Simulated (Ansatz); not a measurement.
## Ni: single point with PBE

The system is Ni.

```xyz
1
Lattice="0.0000 1.7376 1.7376 1.7376 0.0000 1.7376 1.7376 1.7376 0.0000" Properties=species:S:1:pos:R:3 pbc="T T T"
Ni    0.0000    0.0000    0.0000
```

| Property | Result |
| --- | --- |
| Program | Ansatz 0.2.0 |
| Task | single point |
| Functional | PBE |
| Potentials or basis | all-electron LAPW, scalar-relativistic |
| Cutoff | 320 eV (chosen from the basis error) |
| Basis error allowed | 0.001 eV/atom |
| k mesh | 13 × 13 × 13 |
| Occupations | gaussian, width 0.012 eV |
| Spin | collinear spin, ferromagnetic start |
| Starting moments | [1.0] μB |

```json
{"Pressure": "8.0 GPa", "Band gap on the k mesh": "none (metal or under the smearing width)", "Net moment": "0.64 μB per cell", "Absolute moment": "0.72 μB per cell", "Site moments": "Ni +0.66 μB"}
```

Levels at points of the mesh, in eV from the Fermi level:
Spin up:
```csv
k point,band 5,band 6,band 7,band 8,band 9,band 10,band 11,band 12,band 13,band 14
"(0.00, 0.00, 0.00)",-9.40,-2.59,-2.59,-2.59,-1.32,-1.32,23.74,27.95,27.95,27.95
```
Spin down:
```csv
k point,band 5,band 6,band 7,band 8,band 9,band 10,band 11,band 12,band 13,band 14
"(0.00, 0.00, 0.00)",-9.44,-1.81,-1.81,-1.81,-0.74,-0.74,23.58,27.94,27.94,27.94
```

It took 8.1 s on 2 threads of Arm Neoverse V2, on a shared host, peak memory 0.34 GiB.
